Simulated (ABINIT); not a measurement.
The system is Ag.

```
CELL_PARAMETERS angstrom
0.00000 2.04275 2.04275
2.04275 0.00000 2.04275
2.04275 2.04275 0.00000
ATOMIC_POSITIONS crystal
Ag 0.00000 0.00000 0.00000
```

Program: ABINIT 10.8.3 (patched build). Alike in all runs: cell as given; smearing fermi-dirac 0.05 eV.

Task: Order these runs on this cell by their pressure, lowest first.
A. level LDA; potentials or basis JTH PAW LDA v2.0; spin SOC, no magnetisation; k mesh 11 × 11 × 11; cutoff (eV) 463; fine-grid cutoff 925.187 eV; mesh quality not flagged
B. level r2SCAN; potentials or basis JTH PAW PBE v2.0; spin off; k mesh 4 × 4 × 4; cutoff (eV) 544; fine-grid cutoff 1088.46 eV; mesh quality coarse
C. level PBEsol; potentials or basis JTH PAW PBE v2.0; spin off; k mesh 4 × 4 × 4; cutoff (eV) 463; fine-grid cutoff 925.187 eV; mesh quality coarse
D. level HCTH407; potentials or basis JTH PAW PBE v2.0; spin SOC, no magnetisation; k mesh 11 × 11 × 11; cutoff (eV) 463; fine-grid cutoff 925.187 eV; mesh quality not flagged

Result: A (-7.7 GPa), C (-1.5 GPa), B (2.3 GPa), D (7.1 GPa).

Caveats: some runs use coarse meshes; the PAW data sets were made with another functional, which shifts forces and pressure a little (some runs).

Runs at the PBE level aren't shown here.
